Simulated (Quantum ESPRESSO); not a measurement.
W: phonons at P under several settings

```xyz
1
Lattice="-1.5823 1.5823 1.5823 1.5823 -1.5823 1.5823 1.5823 1.5823 -1.5823" Properties=species:S:1:pos:R:3 pbc="T T T"
W     0.0000    0.0000    0.0000
```

All runs used Quantum ESPRESSO 7.5; k mesh 8 × 8 × 8; relaxed cell; no spin polarisation; cutoff 762 eV; occupations cold, width 0.2 eV.

| level | potentials | volume (Å³/atom) | pressure (GPa) | frequencies (cm⁻¹) |
| --- | --- | --- | --- | --- |
| LDA | GBRV 1.5 LDA | 15.49 | 0.0 | 176 176 176 |
| PBE | GBRV 1.5 PBE | ? | 0.0 | ? |
| PBEsol | GBRV 1.5 PBEsol | 15.73 | 0.0 | 182 182 182 |
| WC | GBRV 1.5 PBE | 15.84 | 0.0 | 180 180 180 |
| BLYP | GBRV 1.5 PBE | 16.74 | 0.1 | 158 158 158 |
| RPBE | GBRV 1.5 PBE | 16.35 | 0.0 | 177 177 177 |
| vdW-DF-cx | GBRV 1.5 PBE | 15.79 | 0.0 | 179 179 179 |

Question: What stands in the row left open?

Answer: Volume 16.16 Å³/atom; frequencies 179 179 179 cm⁻¹.

Caveats: the mesh is thin for the phonons of a metal; the potentials were made for another functional, which shifts forces and pressure (some runs).

For the row left open. Caveat: the k mesh is coarse; the mesh is thin for the phonons of a metal.
